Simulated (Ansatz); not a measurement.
# PbO (wurtzite structure): what the numbers say

Level of theory: DFT, PBE, scalar-relativistic, no spin polarisation; plane waves to 420 eV with PAW datasets (Ansatz 0.2.0), Γ-centred 10×10×6 mesh, 0.05 eV Gaussian smearing; PAW files: Ansatz's generated set soft_2.

This is a trial structure; measured cells of the compound in the Crystallography Open Database are in space groups Pbcm, P4/nmm.

The relaxed structure (symmetry read at 0.01 Å). It takes space group P6_3mc (No. 186, hexagonal). Conventional cell: a = 4.200 Å, b = 4.200 Å, c = 5.851 Å, α = 90.00°, β = 90.00°, γ = 120.00°. Around Pb (site symmetry 3m) lie 4 O at 2.36 to 2.49 Å. O (site symmetry 3m) is surrounded by 4 Pb at 2.36 to 2.49 Å. (Shells end 15 % past the nearest neighbour.)

Task: What kind of gap is it?

Result: It is indirect: 1.91 eV, against 2.29 eV for the smallest direct gap. Within 0.6 eV of the edges the projected states are 66 % O 2p at the top of the valence band and 66 % Pb 6p at the bottom of the conduction band. The valence edge mixes anion p with metal states, so the bond is partly covalent and the gap isn't a plain transfer from O to Pb.

Task: How ionic is it?

Result: Bader charges against formal ones: Pb +1.18 (+2), O −1.18 (−2). The cations give up 59 % of the formal charge; Bader charges stay under formal ones because the anions' density reaches into the cations' basins, the more so the higher the formal charge and the softer the anion.

Task: How stiff is it, in energy terms?

Result: B0·V0 = 50.4 GPa × 22.33 Å³ = 7.02 eV/atom sets the scale: near the minimum ΔE ≈ ½ B0 V0 x², with x = V/V0 − 1, and a pressure of 0.5 GPa squeezes the volume by about 1 %. At the ends of the curve: x = −5.5 % predicts 10.5 meV/atom and the run gives 11.0; x = +10.1 % predicts 35.5 meV/atom and the run gives 32.1. The curve is steeper than the parabola on the compressed side and flatter on the expanded side: the bulk modulus rises with pressure.

All results together:

* Volume: 22.34 Å³/atom
* Band gap: 1.91 eV
* Smallest direct gap: 2.29 eV
* Bader charges: Pb 1.18; O -1.18 e
* Formation energy from the elements (0 K, uncorrected): -0.93 eV/atom
* Bulk modulus (Birch–Murnaghan): 50 GPa
* Pressure derivative B0′: 2.0
* Elastically stable: no (eigenvalue of -11.0 GPa)

Kohn–Sham gaps of semilocal functionals lie under measured ones, often by a third or more. The equation of state has an unusual shape (B0′ outside 2.8 to 7.5), so B0 is less sure. Spin–orbit coupling, which matters for such heavy elements, is left out.
